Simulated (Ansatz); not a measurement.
Ca under changes of volume

One of the cells (43.632 Å³/atom); the others are scaled copies at fixed shape and fractional positions:

```
CELL_PARAMETERS angstrom
0.00000 2.79420 2.79420
2.79420 0.00000 2.79420
2.79420 2.79420 0.00000
ATOMIC_POSITIONS crystal
Ca 0.00000 0.00000 0.00000
```

* Program: Ansatz 0.2.0
* Functional: PBE
* Potentials or basis: Ansatz PAW
* Cutoff: 420 eV (not typed: the program's choice for these potentials)
* k mesh: 8 × 8 × 8
* Occupations: fermi-dirac, width 0.05 eV
* Spin: no spin polarisation

```csv
volume (Å³/atom),energy over the lowest point (meV/atom),pressure (GPa)
41.014,1.55,0.5
41.886,0.00,0.1
42.759,0.44,-0.2
43.632,2.71,-0.6
44.504,6.66,-0.9
45.377,12.13,-1.1
46.250,?,?
```

**Question.** What does the run at 46.250 Å³/atom give?

**Answer.** Energy over the lowest point 18.98 meV/atom; pressure -1.4 GPa.

Worked out: A Birch-Murnaghan fit of order 3 (a polynomial in V^(-2/3)) to the other rows has its minimum at 42.12 Å³/atom with B0 = V·E''(V) = 17.3 GPa and B' = 3.3. It gives 19.01 meV/atom at 46.250 Å³/atom, against the run's 18.98, and -dE/dV = -1.4 GPa, against -1.4.

Energies are extrapolated to zero smearing.
